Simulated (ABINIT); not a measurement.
Al2Pt:

```
Pt Al
1.0
     0.00000    2.95500    2.95500
     2.95500    0.00000    2.95500
     2.95500    2.95500    0.00000
Pt Al
1 2
Direct
  0.00000 0.00000 0.00000
  0.75000 0.75000 0.75000
  0.25000 0.25000 0.25000
```

Base run:

```yaml
Program: ABINIT 10.8.3 (patched build)
Functional: revPBE
Potentials_or_basis: JTH PAW PBE v2.0
Cutoff: 517 eV
k_mesh: 8 × 8 × 8
Occupations: fermi-dirac, width 0.05 eV
Spin: no spin polarisation
```

Its results: band gap on the k mesh none (metal or under the smearing width); pressure 3.8 GPa.

**Question.** The run is repeated on the same cell with these changes: functional from revPBE to PW91. What comes out?

**Answer.** Band gap on the k mesh none (metal or under the smearing width); pressure 2.2 GPa.

PW91 binds more tightly than revPBE, so the same cell stands under less pressure.

Caveats: the PAW data sets were made with another functional, which shifts forces and pressure a little; spin-orbit coupling is left out, which moves the levels of the heavy elements.
